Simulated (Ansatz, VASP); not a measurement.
# GaAs: VASP beside Ansatz

INCAR

```
SYSTEM = GaAs
  ALGO = Normal
  EDIFF = 1E-7
  EDIFFG = -0.002
  ENCUT = 600
  GGA = PE
  IBRION = 2
  ISIF = 3
  ISMEAR = 0
  LASPH = .True.
  LCHARG = .False.
  LREAL = .False.
  LWAVE = .False.
  NELM = 100
  NSW = 100
  PREC = Accurate
  SIGMA = 0.01
```

Contents of KPOINTS:

```
k-points
0
Gamma
  10 10 10
  0 0 0
```

The input POSCAR:

```
GaAs
1.0
    0.0000000000      2.8750910500      2.8750910500
    2.8750910500      0.0000000000      2.8750910500
    2.8750910500      2.8750910500      0.0000000000
Ga As
1 1
Direct
    0.0000000000      0.0000000000      0.0000000000
    0.7500000000      0.7500000000      0.7500000000
```

Input for Ansatz:

```yaml
crystal:
  lattice:
    - [0.0, 2.87509105, 2.87509105]
    - [2.87509105, 0.0, 2.87509105]
    - [2.87509105, 2.87509105, 0.0]
  atoms:
    - { symbol: Ga, position: [0.0, 0.0, 0.0] }
    - { symbol: As, position: [0.75, 0.75, 0.75] }
basis:
  ecutwfc: 420
kpoints:
  mp_grid: { grid: [10, 10, 10] }
hamiltonian:
  xc: pbe
scf:
  occupations: { method: gaussian, width: 0.01 }
output:
  forces: true
  stress: true
  eigenvalues: true
relax:
  adjacent_minimum: "off"
  f_tol: 0.002
  max_steps: 80
  cell: { stress_tol: 0.02 }
```

The cell is a database's computed one.

Alike in both runs: task relaxation of cell and atoms; functional PBE; k mesh 10 × 10 × 10; occupations gaussian, width 0.01 eV; no spin polarisation.

```csv
,VASP,Ansatz
version,VASP 6.6.1,Ansatz 0.2.0
potentials or method,"VASP PAW PBE potentials, release 64 (Ga_d, As)","scalar-relativistic, plane waves, PAW"
plane-wave cutoff (eV),600,420
valence electrons in the cell,18,28
```

|  | VASP | Ansatz | Ansatz less VASP |
| --- | --- | --- | --- |
| gap on the k mesh at the Fermi level, each at its own relaxed structure (eV) | 0.14 | 0.16 | +0.017 |
| relaxed volume (Å³/atom) | 23.77 | 23.70 | -0.063 |
| relaxed cell length with the largest relative difference (Å) | 4.066 | 4.062 | -0.0036 |

The two sets of potentials don't hold the same shells in valence.

Caveats: the relaxation stopped at its first step, so nothing moved. PBE gaps usually lie below the measured ones, often by a third to a half.
